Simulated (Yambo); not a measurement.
# InP (F-43m) in Yambo: further runs, part 2 of 3

Yambo 5.3.0. Earlier steps stand in the parts before.

### 4 Optical spectrum, PBEsol

Contents of optics6.in:

```
optics
chi
Chimod= "IP"
% BndsRnXd
 1 | 34 |
%
% LongDrXd
 1 | 1 | 1 |
%
% QpntsRXd
 1 | 1 |
%
% EnRngeXd
 0 | 10 | eV
%
% DmRngeXd
 0.2 | 0.2 | eV
%
ETStpsXd= 300
```

Contents of scf.in:

```
&CONTROL
  calculation = 'scf'
  prefix = 'pwscf'
  outdir = './tmp'
  pseudo_dir = './pseudo'
/
&SYSTEM
  ibrav = 0
  nat = 2
  ntyp = 2
  ecutwfc = 70
  nbnd = 15
  occupations = 'smearing'
  smearing = 'fd'
  degauss = 0.00367493
  force_symmorphic = .true.
/
&ELECTRONS
  conv_thr = 4d-10
  electron_maxstep = 120
  mixing_beta = 0.5
/
ATOMIC_SPECIES
In   114.8180 In.upf
P     30.9738 P.upf
CELL_PARAMETERS angstrom
   0.0000000000    2.9305000000    2.9305000000
   2.9305000000    0.0000000000    2.9305000000
   2.9305000000    2.9305000000    0.0000000000
ATOMIC_POSITIONS crystal
In     0.0000000000    0.0000000000    0.0000000000
P      0.7500000000    0.7500000000    0.7500000000
K_POINTS automatic
8 8 8 0 0 0
```

Contents of nscf.in:

```
&CONTROL
  calculation = 'nscf'
  prefix = 'pwscf'
  outdir = './tmp'
  pseudo_dir = './pseudo'
/
&SYSTEM
  ibrav = 0
  nat = 2
  ntyp = 2
  ecutwfc = 70
  nbnd = 159
  occupations = 'fixed'
  force_symmorphic = .true.
/
&ELECTRONS
  conv_thr = 1d-08
  diago_full_acc = .true.
  diago_thr_init = 1d-06
/
ATOMIC_SPECIES
In   114.8180 In.upf
P     30.9738 P.upf
CELL_PARAMETERS angstrom
   0.0000000000    2.9305000000    2.9305000000
   2.9305000000    0.0000000000    2.9305000000
   2.9305000000    2.9305000000    0.0000000000
ATOMIC_POSITIONS crystal
In     0.0000000000    0.0000000000    0.0000000000
P      0.7500000000    0.7500000000    0.7500000000
K_POINTS automatic
6 6 6 0 0 0
```

Potentials or basis: PseudoDojo 0.4.1 SR PBEsol standard.

Started as:

```
$ OMP_NUM_THREADS=1 pw.x -in scf.in > scf.out
$ OMP_NUM_THREADS=1 pw.x -in nscf.in > nscf.out
$ cd tmp/pwscf.save; p2y; mv SAVE ../..; cd ../..
$ OMP_NUM_THREADS=1 yambo
$ OMP_NUM_THREADS=1 yambo -F optics6.in -J optics6 -C optics6_out
```

Yambo's report:

```text
[... sections 02.01 to 02.04 as in the set-up run ...]

  [02.05] Energies & Occupations
  ==============================

  [X] === General ===
  [X] Electronic Temperature                        :  0.000000  0.000000 [eV K]
  [X] Bosonic    Temperature                        :  0.000000  0.000000 [eV K]
  [X] Finite Temperature mode                       : no
  [X] El. density                                   :  0.35762E+24 [cm-3]
  [X] Fermi Level                                   :  7.040825 [eV]

  [X] === Gaps and Widths ===
  [X] Conduction Band Min                           :  0.613406 [eV]
  [X] Valence Band Max                              :  0.000000 [eV]
  [X] Filled Bands                                  :   9
  [X] Empty Bands                                   :   10  159
  [X] Direct Gap                                    :  0.613406 [eV]
  [X] Direct Gap localized at k                     :  1
  [X] Indirect Gap                                  :  0.613406 [eV]
  [X] Indirect Gap between kpts                     :  1  1
  [X] Last valence band width                       :  2.829700 [eV]
  [X] 1st conduction band width                     :  2.977323 [eV]

 [03] Transferred momenta grid and indexing
 ==========================================

 IBZ Q-points                                      :  16
 BZ  Q-points                                      :  216

 K/Q-points units:
 rlu = crystal or reduced units; cc = cartesian coordinates; iku = interal k-units

 Q [ 1]         [rlu]:  0.000000  0.000000  0.000000
 Q [ 2]         [rlu]: -0.14276E-17 -0.14276E-17  0.16667
 Q [ 3]         [rlu]: -0.28552E-17 -0.28552E-17  0.33333
 Q [ 4]         [rlu]: -0.66045E-16 -0.10534E-16 -0.50000
 Q [ 5]         [rlu]: -0.58249E-19  0.16667      0.16667
 Q [ 6]         [rlu]:  0.24682E-16  0.16667      0.33333
 Q [ 7]         [rlu]:  0.43732E-18  0.16667      0.50000
 Q [ 8]         [rlu]: -0.10534E-16  0.16667     -0.33333
 Q [ 9]         [rlu]:  0.28552E-17  0.16667     -0.16667
 Q [10]         [rlu]: -0.11650E-18  0.33333      0.33333
 Q [11]         [rlu]:  0.25727E-17  0.33333      0.50000
 Q [12]         [rlu]:  0.57104E-17  0.33333     -0.33333
 Q [13]         [rlu]:  0.17475E-18 -0.50000     -0.50000
 Q [14]         [rlu]:  0.166667  0.333333  0.500000
 Q [15]         [rlu]:  0.166667  0.333333 -0.333333
 Q [16]         [rlu]:  0.166667 -0.500000 -0.333333

 [WARNING] [Xd] User bands 1-34 break level degeneracy

 [04] Dipoles
 ============

  [04.01] Setup: observables and procedures
  =========================================

  [WF-Oscillators/G space/Transverse up loader] Normalization (few states)  min/max  :  0.18111E-16   1.0000

  [WR./optics6//ndb.dipoles]------------------------------------------------------
   Brillouin Zone Q/K grids (IBZ/BZ)                :   16  216   16  216
   RL vectors                                       :   4279 [WF]
   Fragmentation                                    : yes
   Electronic Temperature                           :  0.000000 [K]
   Bosonic    Temperature                           :  0.000000 [K]
   DIP band range                                   :    1   34
   DIP band range limits                            :   9  10
   DIP e/h energy range                             : -1.000000 -1.000000 [eV]
   RL vectors in the sum                            :   4279
   [r,Vnl] included                                 : yes
   Bands ordered                                    : yes
   Direct v evaluation                              : no
   Approach used                                    : G-space v
   Dipoles computed                                 : R V P [G-space]
   Wavefunctions                                    : Perdew, Burke & Ernzerhof SOL(X)+Perdew, Burke & Ernzerhof SOL(C)

  [WARNING] [r,Vnl^pseudo] included in position and velocity dipoles.

  [WARNING] In case H contains other non local terms, these are neglected

 [05] Optics
 ===========

 [X-CG] R(p) Tot o/o(of R):    2759   48600     100
```

It took 3.6 min on 1 thread of Intel Xeon at 2.50GHz (Skylake/Cascade Lake), shared host; peak memory 0.24 GiB.

Results:

```yaml
Band_gap_on_the_k_mesh_mean-field_level: 0.61 eV, direct
Electronic_dielectric_constant_along_the_field: 24.79
```

Dielectric function (along the field direction of the input):
| energy (eV) | real part | imaginary part |
| --- | --- | --- |
| 0.27 | 26.07 | 6.72 |
| 0.60 | 17.87 | 21.22 |
| 0.94 | 7.99 | 6.94 |
| 1.27 | 12.40 | 3.58 |
| 1.61 | 16.60 | 4.36 |
| 1.94 | 19.90 | 12.49 |
| 2.27 | 11.87 | 17.66 |
| 2.61 | 4.07 | 8.82 |
| 2.94 | 10.43 | 7.50 |
| 3.28 | 11.85 | 8.40 |
| 3.61 | 16.32 | 16.59 |
| 3.95 | 4.47 | 27.19 |
| 4.28 | -8.14 | 17.63 |
| 4.62 | -3.69 | 9.52 |
| 4.95 | -2.01 | 7.67 |
| 5.28 | -0.99 | 9.20 |
| 5.62 | -2.33 | 10.87 |
| 5.95 | -3.18 | 7.10 |
| 6.29 | -3.52 | 8.25 |
| 6.62 | -4.78 | 5.93 |
| 6.96 | -4.28 | 5.10 |
| 7.29 | -4.14 | 3.69 |
| 7.63 | -3.42 | 3.12 |
| 7.96 | -3.48 | 2.38 |
| 8.29 | -2.61 | 1.62 |
| 8.63 | -1.91 | 1.90 |
| 8.96 | -2.30 | 1.62 |
| 9.30 | -1.46 | 1.44 |
| 9.63 | -1.62 | 1.67 |
| 10.00 | -1.80 | 1.29 |

Caveat: spectra need much finer meshes, so this one isn't converged; independent-particle spectra lack excitons; spin-orbit coupling is left out, which moves the levels of the heavy elements.

### 5 Optical spectrum, PBEsol

Contents of optics7.in:

```
optics
chi
Chimod= "HARTREE"
% BndsRnXd
 1 | 34 |
%
NGsBlkXd= 3 Ry
% LongDrXd
 1 | 0 | 0 |
%
% QpntsRXd
 1 | 1 |
%
% EnRngeXd
 0 | 10 | eV
%
% DmRngeXd
 0.1 | 0.1 | eV
%
ETStpsXd= 150
% XfnQP_E
 0.36 | 1.0 | 1.0 |
%
```

scf.in is that of step 4.

nscf.in is that of step 4.

Potentials or basis: PseudoDojo 0.4.1 SR PBEsol standard.

Started as:

```
$ OMP_NUM_THREADS=1 pw.x -in scf.in > scf.out
$ OMP_NUM_THREADS=1 pw.x -in nscf.in > nscf.out
$ cd tmp/pwscf.save; p2y; mv SAVE ../..; cd ../..
$ OMP_NUM_THREADS=1 yambo
$ OMP_NUM_THREADS=1 yambo -F optics7.in -J optics7 -C optics7_out
```

Yambo's report:

```text
[... sections 02.01 to 02.04 as in the set-up run ...]

  [02.05] Energies & Occupations
  ==============================

  [X] === General ===
  [X] Electronic Temperature                        :  0.000000  0.000000 [eV K]
  [X] Bosonic    Temperature                        :  0.000000  0.000000 [eV K]
  [X] Finite Temperature mode                       : no
  [X] El. density                                   :  0.35762E+24 [cm-3]
  [X] Fermi Level                                   :  7.040825 [eV]

  [X] === Gaps and Widths ===
  [X] Conduction Band Min                           :  0.613406 [eV]
  [X] Valence Band Max                              :  0.000000 [eV]
  [X] Filled Bands                                  :   9
  [X] Empty Bands                                   :   10  159
  [X] Direct Gap                                    :  0.613406 [eV]
  [X] Direct Gap localized at k                     :  1
  [X] Indirect Gap                                  :  0.613406 [eV]
  [X] Indirect Gap between kpts                     :  1  1
  [X] Last valence band width                       :  2.829700 [eV]
  [X] 1st conduction band width                     :  2.977323 [eV]

 [03] Transferred momenta grid and indexing
 ==========================================

 IBZ Q-points                                      :  16
 BZ  Q-points                                      :  216

 K/Q-points units:
 rlu = crystal or reduced units; cc = cartesian coordinates; iku = interal k-units

 Q [ 1]         [rlu]:  0.000000  0.000000  0.000000
 Q [ 2]         [rlu]: -0.14276E-17 -0.14276E-17  0.16667
[... 61 lines left out ...]
   -0.98272   1.75935   5.09043   5.09043   7.32837   9.69534  10.95862  10.95862
   12.61147  12.95514  12.95514  18.42397  19.70862  19.70862  20.84265  21.45100
[... 34 lines left out ...]
   -2.34906   1.99270   2.52197   9.47156   9.87172   9.87172  11.14270  12.10295
   12.10295  13.73173  16.29682  16.68693  18.85799  18.85799  19.21801  19.80660
  Eqp @ K [14]
  -14.34308 -14.15700 -14.13831 -14.07873 -14.04049  -9.78046  -4.93634  -2.75208
   -1.74290   3.84809   4.06277   5.32133   7.79192   8.62200  11.37107  12.04985
   12.95768  13.99256  14.95243  16.92158  17.75199  18.62751  19.84872  20.62836
  Eqp @ K [15]
  -14.35264 -14.15758 -14.12754 -14.07313 -14.04540  -9.28998  -5.57276  -3.14950
   -2.11098   3.95073   4.53616   5.99607   7.68404   8.48716  11.37312  11.86553
   13.13831  14.77870  15.59968  16.68853  17.86864  19.30962  19.89108  21.57142
  Eqp @ K [16]
  -14.37208 -14.13908 -14.11479 -14.08758 -14.03689  -9.08177  -5.70246  -2.85108
   -2.82970   3.53733   3.91188   7.07553   7.34041  10.38164  11.54071  12.27832
   12.31139  15.07946  16.19820  17.32689  17.94419  18.09565  18.40464  20.10566

 [05] Dipoles
 ============

  [05.01] Setup: observables and procedures
  =========================================

  [WF-Oscillators/G space/Transverse up loader] Normalization (few states)  min/max  :  0.18111E-16   1.0000

  [WR./optics7//ndb.dipoles]------------------------------------------------------
   Brillouin Zone Q/K grids (IBZ/BZ)                :   16  216   16  216
   RL vectors                                       :   4279 [WF]
   Fragmentation                                    : yes
   Electronic Temperature                           :  0.000000 [K]
   Bosonic    Temperature                           :  0.000000 [K]
   DIP band range                                   :    1   34
   DIP band range limits                            :   9  10
   DIP e/h energy range                             : -1.000000 -1.000000 [eV]
   RL vectors in the sum                            :   4279
   [r,Vnl] included                                 : yes
   Bands ordered                                    : yes
   Direct v evaluation                              : no
   Approach used                                    : G-space v
   Dipoles computed                                 : R V P [G-space]
   Wavefunctions                                    : Perdew, Burke & Ernzerhof SOL(X)+Perdew, Burke & Ernzerhof SOL(C)

  [WARNING] [r,Vnl^pseudo] included in position and velocity dipoles.

  [WARNING] In case H contains other non local terms, these are neglected

 [06] Optics
 ===========

 [X-CG] R(p) Tot o/o(of R):    2759   48600     100
```

o-optics7.eps_q1_inv_rpa_dyson:

```text
# Absorption @ Q(1):   1.00000000      0.00000000      0.00000000    [q->0 direction]
#
# [ X ] Hartree size                              :   51
# [GEN] GF Energies                               : Perdew, Burke & Ernzerhof SOL(X)+Perdew, Burke & Ernzerhof SOL(C)+ user defined corrections @E
# [GEN] Green`s Function                          : T-ordered
#
# [GEN] Gauge                                     : Length
# [GEN] [r,Vnl] included                          : yes
#
#    E[1] [eV]          Im(eps)            Re(eps)            Im(eps_o)          Re(eps_o)
#
        0.000000           1.087217           19.04614           1.124637           20.00441
        0.067114           1.099128           19.08630           1.136695           20.04506
        0.134228           1.135939           19.20871           1.173965           20.16894
        0.201342           1.201097           19.41939           1.239956           20.38215
        0.268456           1.301130           19.72920           1.341310           20.69568
        0.335570           1.447112           20.15533           1.489313           21.12696
[... 142 lines left out ...]
        9.932886           1.726983          -1.059961           1.885734          -1.840375
        10.00000           1.648865          -1.313427           1.560729          -1.926115
#
```

Run time: 3.8 min. Hardware: 1 thread of Intel Xeon at 2.50GHz (Skylake/Cascade Lake), shared host; peak memory 0.36 GiB.

What came out:

```yaml
Band_gap_on_the_k_mesh_mean-field_level: 0.61 eV, direct
Electronic_dielectric_constant_along_the_field: 19.05
Electronic_dielectric_constant_along_the_field_independent_particles: 20.00
```

Dielectric function (along the field direction of the input):
```
energy (eV)  real part  imaginary part
       0.27      19.73            1.30
       0.47      21.47            1.96
       0.74      28.01            6.42
       1.01       2.95           37.16
       1.21      -0.31            6.83
       1.48       7.37            2.21
       1.74      11.45            1.68
       2.01      15.83            2.44
       2.21      21.58            6.06
       2.48       9.79           15.96
       2.75      -0.59           28.34
       2.95      -1.92            6.29
       3.22       7.30            3.74
       3.49       5.64            9.10
       3.76      12.42            5.99
       3.96      18.30           12.25
       4.23      15.79           24.49
       4.50      -0.44           23.11
       4.70     -14.73           13.52
       4.97      -4.53            6.59
       5.23      -5.04            5.61
       5.50       0.84            5.86
       5.70      -1.59            6.11
       5.97       0.71            9.12
       6.24      -4.39            5.07
       6.44      -0.95            5.30
       6.71      -1.53            8.21
       6.98      -4.55            6.07
       7.25      -2.79            4.61
       7.45      -4.42            5.08
       7.72      -3.74            3.84
       7.99      -2.62            2.68
       8.19      -3.28            3.57
       8.46      -3.37            2.27
       8.72      -2.26            1.17
       8.99      -1.53            1.31
       9.19      -1.35            2.55
       9.46      -2.07            0.99
       9.73      -0.98            1.22
      10.00      -1.31            1.65
```

Caveat: the scissor is the correction of the direct gap in an earlier G0W0 run on the same states; spectra need much finer meshes, so this one isn't converged; these spectra lack excitons; spin-orbit coupling is left out, which moves the levels of the heavy elements.

[end of part 2 of 3]
